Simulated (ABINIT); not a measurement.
# BN (R3m) in ABINIT: a series of runs

One crystal, BN, is run at these levels: PBE; tasks: single point.

All numbers are computed with ABINIT 10.8.3 (patched build); they aren't measurements. Logs are shortened: lines on timing, memory, paths and dates and some standing lists are left out, and cuts for length are marked. The log counts tension as positive stress, the text compression.

### Step 1. The structure

Symmetry: R3m, No. 160, trigonal system. Conventional cell: a = 2.502 Å, b = 2.502 Å, c = 10.119 Å, α = 90.00°, β = 90.00°, γ = 120.00°. N (site symmetry 3m) is surrounded by 3 B at 1.44 Å. Around B (site symmetry 3m) lie 3 N at 1.44 Å.

The cell is a database's computed one.

### Step 2. Single point, PBE

run.abi reads:

```
# Pseudopotentials
pp_dirpath "./"
pseudos "N.upf, B.upf"

# Structure
acell 3*1.0
rprim
     2.3642775188     1.3650162619     6.3739222586
    -2.3642775188     1.3650162619     6.3739222586
     0.0000000000    -2.7300325238     6.3739222586
ntypat 2
znucl 7 5
natom 2
typat 1 2
xred
     0.6672382000     0.6672382000     0.6672382000
     0.0003288000     0.0003288000     0.0003288000

# Plane-wave basis
ecut 42.0

# k points
kptopt 1
ngkpt 12 12 12
nshiftk 1
shiftk 0.0 0.0 0.0

# Exchange and correlation
ixc 11

# Bands and occupations
nband 8
occopt 3
tsmear 0.00183747

# SCF cycle
nstep 100
tolvrs 1.0e-10

# Output
iomode 3
prtwf 0
prtden 0
prteig 0
prtebands 0
enunit 2
```

Potentials or basis: PseudoDojo NC SR PBE v0.4.1 standard.

The run is started by

```bash
$ abinit run.abi > log 2>&1
```

run.abo:

```text
.Version 10.8.3 of ABINIT
 Symmetries : space group R3 m (#160); Bravais hR (rhombohedral)
================================================================================
 Values of the parameters that define the memory need of the present run
     intxc =       0    ionmov =       0      iscf =       7    lmnmax =       4
     lnmax =       4     mgfft =      45  mpssoang =       2    mqgrid =    3001
     natom =       2  nloc_mem =       1    nspden =       1   nspinor =       1
    nsppol =       1      nsym =       6    n1xccc =    2501    ntypat =       2
    occopt =       3   xclevel =       2
       mpw =        1622          nfft =       91125          nkpt =         189
================================================================================
================================================================================

--------------------------------------------------------------------------------
------------- Echo of variables that govern the present computation ------------
--------------------------------------------------------------------------------
 -outvars: echo values of preprocessed input variables --------
            acell      1.0000000000E+00  1.0000000000E+00  1.0000000000E+00 Bohr
              amu      1.40067400E+01  1.08110000E+01
             ecut      4.20000000E+01 Hartree
           enunit           2
                       outvar_i_n : Printing only first  50 k-points.
              ixc          11
                       outvar_i_n : Printing only first  50 k-points.
         kptrlatt       12    0    0      0   12    0      0    0   12
          kptrlen      5.67426605E+01
            natom           2
            nband           8
            ngfft          45      45      45
             nkpt         189
            nstep         100
             nsym           6
           ntypat           2
                       prtocc : prtvol=0, do not print more k-points.
           occopt           3
           prtden           0
        prtebands           0
           prteig           0
            prtwf           0
            rprim      2.3642775188E+00  1.3650162619E+00  6.3739222586E+00
                      -2.3642775188E+00  1.3650162619E+00  6.3739222586E+00
                       0.0000000000E+00 -2.7300325238E+00  6.3739222586E+00
          spgroup         160
           tolvrs      1.00000000E-10
           tsmear      1.83747000E-03 Hartree
            typat      1  2
                       outvars : Printing only first  50 k-points.
           xangst     -1.8312220725E-16  6.9490387940E-17  6.7516520354E+00
                      -2.5484012521E-20  1.9479431747E-20  3.3270624932E-03
            xcart     -3.4605081928E-16  1.3131780159E-16  1.2758773244E+01
                      -4.8157804253E-20  3.6810791089E-20  6.2872369159E-03
             xred      6.6723820000E-01  6.6723820000E-01  6.6723820000E-01
                       3.2880000000E-04  3.2880000000E-04  3.2880000000E-04
            znucl        7.00000    5.00000

[... 102 lines left out ...]

 ----iterations are completed or convergence reached----

 Mean square residual over all n,k,spin=   12.990E-07; max=  67.383E-05
 reduced coordinates (array xred) for    2 atoms
       0.667238200000      0.667238200000      0.667238200000
       0.000328800000      0.000328800000      0.000328800000
 rms dE/dt=  4.5405E-04; max dE/dt=  4.5408E-04; dE/dt below (all hartree)
    1       0.000454077574      0.000454077574      0.000454077574
    2      -0.000454013566     -0.000454013566     -0.000454013566

 cartesian coordinates (angstrom) at end:
    1     -0.00000000000000     0.00000000000000     6.75165203538453
    2     -0.00000000000000     0.00000000000000     0.00332706249318

 cartesian forces (hartree/bohr) at end:
    1      0.00000000000000     0.00000000000000    -0.00007123487732
    2     -0.00000000000000    -0.00000000000000     0.00007123487732
 frms,max,avg= 4.1127476E-05 7.1234877E-05   0.000E+00  0.000E+00 -5.021E-09 h/b

 cartesian forces (eV/Angstrom) at end:
    1      0.00000000000000     0.00000000000000    -0.00366304467057
    2     -0.00000000000000    -0.00000000000000     0.00366304467057
 frms,max,avg= 2.1148598E-03 3.6630447E-03   0.000E+00  0.000E+00 -2.582E-07 e/A
 length scales=  1.000000000000  1.000000000000  1.000000000000 bohr
              =  0.529177210544  0.529177210544  0.529177210544 angstroms
 Fermi (or HOMO) energy (hartree) =   0.14602   Average Vxc (hartree)=  -0.36870
 Eigenvalues (hartree) for nkpt= 189  k points:
 kpt#   1, nband=  8, wtk=  0.00058, kpt=  0.0000  0.0000  0.0000 (reduced coord)
  -0.55485   -0.05579    0.05006    0.05006    0.28896    0.53051    0.53051    0.57985
      occupation numbers for kpt#   1
   2.00000    2.00000    2.00000    2.00000    0.00000    0.00000    0.00000    0.00000
 prteigrs : prtvol=0 or 1, do not print more k-points.

 Fermi (or HOMO) energy (eV) =   3.97331   Average Vxc (eV)= -10.03290
 Eigenvalues (   eV  ) for nkpt= 189  k points:
 kpt#   1, nband=  8, wtk=  0.00058, kpt=  0.0000  0.0000  0.0000 (reduced coord)
 -15.09823   -1.51808    1.36209    1.36209    7.86308   14.43600   14.43600   15.77845
 prteigrs : prtvol=0 or 1, do not print more k-points.

--- !EnergyTerms
iteration_state     : {dtset: 1, }
comment             : Components of total free energy in Hartree
kinetic             :  9.37046452450283E+00
hartree             :  4.22122281514446E+00
xc                  : -4.33755623501971E+00
Ewald energy        : -9.01038243784931E+00
psp_core            :  5.57319828829211E-01
local_psp           : -1.31375987020660E+01
non_local_psp       : -1.07112008438658E+00
internal            : -1.34076502908451E+01
'-kT*entropy'       : -6.85367205126400E-15
total_energy        : -1.34076502908451E+01
total_energy_eV     : -3.64840750715225E+02
band_energy         : -1.30677584315554E+00
...

 Cartesian components of stress tensor (hartree/bohr^3)
  sigma(1 1)= -1.25576368E-04  sigma(3 2)=  0.00000000E+00
  sigma(2 2)= -1.25576368E-04  sigma(3 1)=  0.00000000E+00
  sigma(3 3)= -7.98138396E-05  sigma(2 1)=  0.00000000E+00

-Cartesian components of stress tensor (GPa)         [Pressure=  3.2458E+00 GPa]
- sigma(1 1)= -3.69458431E+00  sigma(3 2)=  0.00000000E+00
- sigma(2 2)= -3.69458430E+00  sigma(3 1)=  0.00000000E+00
- sigma(3 3)= -2.34820423E+00  sigma(2 1)=  0.00000000E+00

== END DATASET(S) ==============================================================
================================================================================

 -outvars: echo values of variables after computation  --------
            acell      1.0000000000E+00  1.0000000000E+00  1.0000000000E+00 Bohr
           etotal     -1.3407650291E+01
            fcart      1.5565844843E-22  5.5192226198E-21 -7.1234877317E-05
                      -1.5565844843E-22 -5.5192226198E-21  7.1234877317E-05
            rprim      2.3642775188E+00  1.3650162619E+00  6.3739222586E+00
                      -2.3642775188E+00  1.3650162619E+00  6.3739222586E+00
                       0.0000000000E+00 -2.7300325238E+00  6.3739222586E+00
           strten     -1.2557636813E-04 -1.2557636801E-04 -7.9813839608E-05
                       0.0000000000E+00  0.0000000000E+00  0.0000000000E+00
           xangst     -1.8312220725E-16  6.9490387940E-17  6.7516520354E+00
                      -2.5484012521E-20  1.9479431747E-20  3.3270624932E-03
             xred      6.6723820000E-01  6.6723820000E-01  6.6723820000E-01
                       3.2880000000E-04  3.2880000000E-04  3.2880000000E-04
 Calculation completed.
```

It took 2.1 min on 1 thread of Arm Neoverse V1, shared host; peak memory 0.12 GiB.

What came out:

| Property | Result |
| --- | --- |
| Free energy | -364.8408 eV |
| Pressure | 3.2 GPa |
| Largest force | 0.004 eV/Å |
| Band gap on the k mesh | 4.31 eV, indirect (least direct gap 4.72 eV) |
| All electrons inside the program's atomic spheres | N 5.77; B 3.53 |

Forces in eV/Å, atoms in the order of the input:
```
N    0.000  0.000 -0.004
B    0.000  0.000  0.004
```

Stress tensor (GPa, compression positive):
```
3.69 0.00 0.00
0.00 3.69 0.00
0.00 0.00 2.35
```

Levels at points of the mesh, in eV from the valence-band top:
```
           k point  band 2  band 3  band 4  band 5  band 6  band 7
(0.00, 0.00, 0.00)   -4.18   -1.30   -1.30    5.20   11.77   11.77
(0.50, 0.00, 0.00)   -8.93   -4.09   -0.60    5.32   10.00   13.11
(0.50, 0.50, 0.00)   -8.81   -4.15   -1.17    4.31   10.00   14.27
(0.50, 0.50, 0.50)   -6.13   -1.32   -1.32   10.10   11.70   11.70
```

A k mesh can miss the band edges. Expect the measured gap to be larger: semilocal functionals such as PBE lack the derivative discontinuity.

### Step 3. Single point, PBE

run.abi is that of step 2.

Potentials or basis: PseudoDojo NC SR PBE v0.4 stringent.

The run is started by

```bash
$ abinit run.abi > log 2>&1
```

Wall time 2.1 min (1 thread of Arm Neoverse V1, shared host); peak memory 0.12 GiB.

Results (log left out):

| Property | Result |
| --- | --- |
| Free energy | -364.8408 eV |
| Pressure | 3.2 GPa |
| Largest force | 0.004 eV/Å |
| Band gap on the k mesh | 4.31 eV, indirect (least direct gap 4.72 eV) |
| All electrons inside the program's atomic spheres | N 5.77; B 3.53 |

Forces on the atoms (eV/Å):
```
N    0.000  0.000 -0.004
B    0.000  0.000  0.004
```

Stress tensor (GPa, compression positive):
```
3.69 0.00 0.00
0.00 3.69 0.00
0.00 0.00 2.35
```

Levels at points of the mesh, in eV from the valence-band top:
```csv
k point,band 2,band 3,band 4,band 5,band 6,band 7
"(0.00, 0.00, 0.00)",-4.18,-1.30,-1.30,5.20,11.77,11.77
"(0.50, 0.00, 0.00)",-8.93,-4.09,-0.60,5.32,10.00,13.11
"(0.50, 0.50, 0.00)",-8.81,-4.15,-1.17,4.31,10.00,14.27
"(0.50, 0.50, 0.50)",-6.13,-1.32,-1.32,10.10,11.70,11.70
```

### Step 4. Single point, PBE

run.abi is that of step 3.

Potentials or basis: PseudoDojo NC SR PBE v0.5 standard.

The run is started by

```bash
$ abinit run.abi > log 2>&1
```

It took 2.1 min on 1 thread of Arm Neoverse V1, shared host; peak memory 0.12 GiB.

It converged, with:

```yaml
Free_energy: -364.8408 eV
Pressure: 3.2 GPa
Largest_force: 0.004 eV/Å
Band_gap_on_the_k_mesh: 4.31 eV, indirect (least direct gap 4.72 eV)
All_electrons_inside_the_program's_atomic_spheres: N 5.77; B 3.53
```

Forces on the atoms (eV/Å):
```
N    0.000  0.000 -0.004
B    0.000  0.000  0.004
```

Stress tensor (GPa, compression positive):
```
3.69 0.00 0.00
0.00 3.69 0.00
0.00 0.00 2.35
```

Levels at points of the mesh, in eV from the valence-band top:
```tsv
k point	band 2	band 3	band 4	band 5	band 6	band 7
(0.00, 0.00, 0.00)	-4.18	-1.30	-1.30	5.20	11.77	11.77
(0.50, 0.00, 0.00)	-8.93	-4.09	-0.60	5.32	10.00	13.11
(0.50, 0.50, 0.00)	-8.81	-4.15	-1.17	4.31	10.00	14.27
(0.50, 0.50, 0.50)	-6.13	-1.32	-1.32	10.10	11.70	11.70
```

A k mesh can miss the band edges.

### Step 5. Single point, PBE

run.abi is that of step 4.

Potentials or basis: PseudoDojo NC SR PBE v0.5 stringent.

The run is started by

```bash
$ abinit run.abi > log 2>&1
```

run.abo:

```text
.Version 10.8.3 of ABINIT
 Symmetries : space group R3 m (#160); Bravais hR (rhombohedral)
================================================================================
 Values of the parameters that define the memory need of the present run
     intxc =       0    ionmov =       0      iscf =       7    lmnmax =       4
     lnmax =       4     mgfft =      45  mpssoang =       2    mqgrid =    3001
     natom =       2  nloc_mem =       1    nspden =       1   nspinor =       1
    nsppol =       1      nsym =       6    n1xccc =    2501    ntypat =       2
    occopt =       3   xclevel =       2
       mpw =        1622          nfft =       91125          nkpt =         189
================================================================================
================================================================================

--------------------------------------------------------------------------------
------------- Echo of variables that govern the present computation ------------
[... 206 lines left out ...]
- sigma(2 2)= -3.69458430E+00  sigma(3 1)=  0.00000000E+00
- sigma(3 3)= -2.34820423E+00  sigma(2 1)=  0.00000000E+00

== END DATASET(S) ==============================================================
================================================================================

 -outvars: echo values of variables after computation  --------
            acell      1.0000000000E+00  1.0000000000E+00  1.0000000000E+00 Bohr
           etotal     -1.3407650291E+01
            fcart      1.5565844843E-22  5.5192226198E-21 -7.1234877317E-05
                      -1.5565844843E-22 -5.5192226198E-21  7.1234877317E-05
            rprim      2.3642775188E+00  1.3650162619E+00  6.3739222586E+00
                      -2.3642775188E+00  1.3650162619E+00  6.3739222586E+00
                       0.0000000000E+00 -2.7300325238E+00  6.3739222586E+00
           strten     -1.2557636813E-04 -1.2557636801E-04 -7.9813839608E-05
                       0.0000000000E+00  0.0000000000E+00  0.0000000000E+00
           xangst     -1.8312220725E-16  6.9490387940E-17  6.7516520354E+00
                      -2.5484012521E-20  1.9479431747E-20  3.3270624932E-03
             xred      6.6723820000E-01  6.6723820000E-01  6.6723820000E-01
                       3.2880000000E-04  3.2880000000E-04  3.2880000000E-04
 Calculation completed.
```

Wall time 2.1 min (1 thread of Arm Neoverse V1, shared host); peak memory 0.12 GiB.

Results:

```
Free energy                                       : -364.8408 eV
Pressure                                          : 3.2 GPa
Largest force                                     : 0.004 eV/Å
Band gap on the k mesh                            : 4.31 eV, indirect (least direct gap 4.72 eV)
All electrons inside the program's atomic spheres : N 5.77; B 3.53
```

Forces on the atoms (eV/Å):
```
N    0.000  0.000 -0.004
B    0.000  0.000  0.004
```

A k mesh can miss the band edges.

### Step 6. Summary

```tsv
potentials or basis	gap on the mesh (eV)	pressure (GPa)
PseudoDojo NC SR PBE v0.4.1 standard	4.31	3.2
PseudoDojo NC SR PBE v0.4 stringent	4.31	3.2
PseudoDojo NC SR PBE v0.5 standard	4.31	3.2
PseudoDojo NC SR PBE v0.5 stringent	4.31	3.2
```

Alike in all rows: task single point; level PBE; no spin polarisation; cell as given; k mesh 12 × 12 × 12; cutoff (eV) 1143; smearing fermi-dirac 0.05 eV.

Absolute energies hang on the potentials; compare differences alone.
